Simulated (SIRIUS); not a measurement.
# HfB2 under changes of volume

One of the cells (10.103 Å³/atom); the others are scaled copies at fixed shape and fractional positions:

```
Hf B
1.0
     3.16080    0.00000    0.00000
    -1.58040    2.73733    0.00000
     0.00000    0.00000    3.50305
Hf B
1 2
Direct
  0.00000 0.00000 0.00000
  0.66667 0.33333 0.50000
  0.33333 0.66667 0.50000
```

* Program: SIRIUS 7.12.0
* Functional: PBEsol
* Potentials or basis: PseudoDojo 0.4.1 PBEsol standard (scalar relativistic)
* Cutoff: 1054 eV
* Density cutoff: 4214 eV
* k mesh: 10 × 10 × 8
* Occupations: fermi-dirac, width 0.05 eV
* Spin: no spin polarisation

```csv
volume (Å³/atom),energy over the lowest point (meV/atom),pressure (GPa)
9.311,?,?
9.509,5.50,7.4
9.707,0.00,1.6
10.103,8.73,-8.4
10.301,21.76,-12.7
10.499,39.84,-16.6
```

Q: What does the run at 9.311 Å³/atom give?

A: Energy over the lowest point 18.51 meV/atom; pressure 13.7 GPa.

Worked out: A Birch-Murnaghan fit of order 3 (a polynomial in V^(-2/3)) to the other rows has its minimum at 9.77 Å³/atom with B0 = V·E''(V) = 263 GPa and B' = 3.9 at fixed shape and positions, which overstates the stiffness. It gives 18.50 meV/atom at 9.311 Å³/atom, against the run's 18.51, and -dE/dV = 13.8 GPa, against 13.7.

Energies are extrapolated to zero smearing.
